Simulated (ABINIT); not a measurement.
Runs of ABINIT 10.8.3 (patched build) on WC. Symmetry: Fm-3m, No. 225, cubic system. The conventional cell has a = 4.385 Å, b = 4.385 Å, c = 4.385 Å, α = 90.00°, β = 90.00°, γ = 90.00°. Around W (site symmetry m-3m) lie 6 C at 2.19 Å. C (site symmetry m-3m) has 6 W at 2.19 Å as nearest neighbours. Measurements of this composition are mostly on another form, of space group No. 187.

| level | gap on the mesh (eV) | pressure (GPa) |
| --- | --- | --- |
| SCAN | none | (a) |
| PBEsol | none | (b) |
| r2SCAN | none | -3.1 |
| revPBE | none | 1.9 |
| PBE | none | -1.1 |

Alike in all rows: task single point; potentials or basis JTH PAW PBE v2.0; no spin polarisation; cell as given; k mesh 10 × 10 × 10; cutoff (eV) 626; smearing fermi-dirac 0.05 eV.

Task: Estimate the missing entries.

Result: (a) -8.1; (b) -9.5.

Caveats: the highest band is partly filled, so the run has too few bands; the PAW data sets were made with another functional, which shifts forces and pressure a little (some runs).

A k mesh can miss the band edges, and the runs leave out spin-orbit coupling on W.

A gap of «none» marks a metal or a gap under the smearing width.
